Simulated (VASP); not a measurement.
Wanted: the native input for a VASP 6.6.1 run.

```
Task                   : relaxation of cell and atoms
Functional             : PBE
Potentials or basis    : VASP PAW PBE potentials, release 64 (V_sv)
Cutoff                 : 600 eV
k mesh                 : 9 × 9 × 2
Occupations            : gaussian, width 0.1 eV
Spin                   : no spin polarisation
Dipole correction      : no
Further INCAR settings : ALGO = Normal; EDIFF = 1e-06; IBRION = 2; EDIFFG = -0.04; NSW = 90; ISIF = 3
```

The structure of V lies in POSCAR:

```
V
1.0
    2.7700550873      0.0000000000      0.0000000000
   -1.3850275436      2.3989380755      0.0000000000
    0.0000000000      0.0000000000      8.9339743902
V
4
Direct
    0.0000000000      0.0000000000      0.0000000000
    0.0000000000      0.0000000000      0.5000000000
    0.3333333333      0.6666666667      0.7500000000
    0.6666666667      0.3333333333      0.2500000000
```

The cell was built by a generator and needn't be a form met in nature.

These files were run (other wordings do the same):

INCAR

```
ALGO     = Normal         # electronic algorithm
EDIFF    = 1E-6           # SCF threshold, eV
EDIFFG   = -0.04          # ionic threshold
ENCUT    = 600            # plane-wave cutoff, eV
GGA      = PE             # functional
IBRION   = 2              # ionic algorithm
ISIF     = 3              # what is computed and relaxed
ISMEAR   = 0              # smearing method
LASPH    = True           # aspherical terms in the spheres
LCHARG   = False          # write CHGCAR
LREAL    = False          # projectors in reciprocal space
LWAVE    = False          # write WAVECAR
NELM     = 100            # most SCF steps
NSW      = 90             # ionic steps
PREC     = Accurate       # precision mode
SIGMA    = 0.1            # smearing width, eV
```

KPOINTS

```
k-points
0
Gamma
  9 9 2
```

Potentials or basis: VASP PAW PBE potentials, release 64 (V_sv).

The run is started by

```sh
$ cat potpaw_PBE.64/V_sv/POTCAR > POTCAR
$ mpirun -np 1 vasp_std > vasp.out
```

It gave:

```json
{
 "Relaxed volume": "13.85 Å³/atom",
 "Relaxed cell": "a = 2.647 Å, b = 2.647 Å, c = 9.129 Å, α = 90.00°, β = 90.00°, γ = 120.00°",
 "Space group after relaxing (to 0.05 Å)": "P6_3/mmc (No. 194)",
 "Energy gained by relaxing": "46.9 meV/atom",
 "Ionic steps": "9",
 "Pressure after relaxing": "0.0 GPa",
 "Band gap on the k mesh": "none (metal or under the smearing width)"
}
```

It took 3.6 min on 1 thread of AMD EPYC 9R45 (Zen 5), with other jobs on the host, peak memory 0.18 GiB.
